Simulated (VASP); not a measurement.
Wanted: the native input for a VASP 6.6.1 run.

| Quantity | Value |
| --- | --- |
| Task | core levels |
| Functional | PBE |
| Potentials or basis | VASP PAW PBE potentials, release 64 (Ni, O) |
| Cutoff | 520 eV |
| k mesh | 10 × 10 × 10 |
| Occupations | gaussian, width 0.02 eV |
| Spin | collinear spin, ferromagnetic start |
| Starting moments | [1.0, 0.0] μB |
| Further INCAR settings | ALGO = Normal; EDIFF = 1e-07 |

The structure of NiO lies in POSCAR:

```
NiO
1.0
    0.0000000000      2.2406300000      2.2406300000
    2.2406300000      0.0000000000      2.2406300000
    2.2406300000      2.2406300000      0.0000000000
Ni O
1 1
Direct
    0.0000000000      0.0000000000      0.0000000000
    0.7500000000      0.7500000000      0.7500000000
```

The cell was built by a generator and needn't be a form met in nature.

These files were run (other wordings do the same):

INCAR

```
SYSTEM = NiO
  ALGO = Normal
  EDIFF = 1E-7
  ENCUT = 520
  GGA = PE
  ICORELEVEL = 1
  ISIF = 2
  ISMEAR = 0
  ISPIN = 2
  LASPH = .TRUE.
  LCHARG = .FALSE.
  LMAXMIX = 4
  LORBIT = 11
  LREAL = .FALSE.
  LWAVE = .FALSE.
  MAGMOM = 1 0
  NELM = 120
  PREC = Accurate
  SIGMA = 0.02
```

KPOINTS

```
k-points
0
G
  10 10 10
  0 0 0
```

Potentials or basis: VASP PAW PBE potentials, release 64 (Ni, O).

Command:

```sh
$ cat potpaw_PBE.64/Ni/POTCAR potpaw_PBE.64/O/POTCAR > POTCAR
$ mpirun -np 1 vasp_std > vasp.out
```

It gave:

* Pressure: 0.4 GPa
* Band gap on the k mesh: none (metal or under the smearing width)
* Net moment: 1.94 μB per cell
* Site moments: Ni +1.51; O +0.37 μB
* Valence electrons inside the program's atomic spheres: Ni 9.10; O 4.97

Caveat: a cell with one magnetic atom can't hold antiferromagnetic order, which such compounds often take; semilocal functionals often make such compounds metallic where correlation or magnetic order opens a gap, which also shifts bond lengths.

Wall time 11 s on 1 thread of Intel(R) Xeon(R) 6975P-C (Granite Rapids) (shared host), peak memory 0.16 GiB.
